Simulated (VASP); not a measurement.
BaZrS3:

```xyz
20
Lattice="7.1345 0.0000 0.0000 0.0000 10.0418 0.0000 0.0000 0.0000 7.0636" Properties=species:S:1:pos:R:3 pbc="T T T"
Ba    0.3070    2.5105    0.0618
Ba    3.2603    7.5314    3.5936
Ba    3.8742    2.5105    3.4700
Ba    6.8275    7.5314    7.0018
Zr    0.0000    0.0000    3.5318
Zr    3.5672    0.0000    0.0000
Zr    3.5672    5.0209    0.0000
Zr    0.0000    5.0209    3.5318
S     7.0928    2.5105    3.9619
S     3.6089    7.5314    0.4302
S     3.5256    2.5105    6.6334
S     0.0417    7.5314    3.1016
S     1.5215    9.7223    5.5563
S     2.0458    0.3195    2.0245
S     5.0887    5.3405    5.0390
S     5.6130    4.7014    1.5072
S     5.6130    0.3195    1.5072
S     5.0887    9.7223    5.0390
S     2.0458    4.7014    2.0245
S     1.5215    5.3405    5.5563
```

The cell is a database's computed one.

```yaml
Program: VASP 6.6.1
Task: relaxation of cell and atoms
Functional: PBE
Dispersion: D3(BJ)
Potentials_or_basis: VASP PAW PBE potentials, release 64 (Ba_sv, Zr_sv, S)
Cutoff: 600 eV
k_mesh: 4 × 4 × 4
Occupations: gaussian, width 0.03 eV
Spin: no spin polarisation
```

At the start: pressure -1.8 GPa; volume 25.30 Å³/atom.

Task: Where does the relaxation end?

Result: Over 18 steps the energy falls by 4.1 meV/atom and the volume is 24.64 Å³/atom (-2.6 %); space group Pnma (No. 62, to 0.05 Å).

Step by step:
```tsv
step	energy change (eV)	largest force (eV/Å)	pressure (GPa)	volume (Å³)
1	0.0000	0.0357	-1.83	506.06
2	-0.0356	0.0725	1.41	485.13
3	-0.0726	0.0464	0.00	493.68
4	-0.0726	0.0471	0.04	493.44
5	-0.0736	0.0421	0.04	493.37
6	-0.0762	0.0299	0.04	493.17
7	-0.0781	0.0368	0.05	492.77
8	-0.0792	0.0403	-0.04	493.32
9	-0.0793	0.0419	-0.08	493.56
10	-0.0800	0.0353	0.03	492.80
11	-0.0800	0.0339	0.06	492.64
12	-0.0808	0.0213	0.03	492.84
13	-0.0810	0.0203	0.02	492.95
14	-0.0810	0.0275	-0.02	493.16
15	-0.0810	0.0240	0.00	493.06
16	-0.0814	0.0114	-0.01	493.13
17	-0.0816	0.0106	-0.02	493.20
18	-0.0817	0.0085	0.04	492.77
```

Final structure:
```xyz
20
Lattice="7.0828 0.0000 0.0000 0.0000 9.9535 0.0000 0.0000 0.0000 6.9897" Properties=species:S:1:pos:R:3 pbc="T T T"
Ba    0.3423    2.4884    0.0692
Ba    3.1991    7.4651    3.5641
Ba    3.8837    2.4884    3.4256
Ba    6.7405    7.4651    6.9205
Zr    0.0000    0.0000    3.4949
Zr    3.5414    0.0000    6.9897
Zr    3.5414    4.9767    6.9897
Zr    0.0000    4.9767    3.4949
S     7.0528    2.4884    3.9442
S     3.5714    7.4651    0.4494
S     3.5114    2.4884    6.5404
S     0.0300    7.4651    3.0455
S     1.4947    9.6181    5.5156
S     2.0467    0.3354    2.0207
S     5.0361    5.3121    4.9690
S     5.5881    4.6413    1.4741
S     5.5881    0.3354    1.4741
S     5.0361    9.6181    4.9690
S     2.0467    4.6413    2.0207
S     1.4947    5.3121    5.5156
```
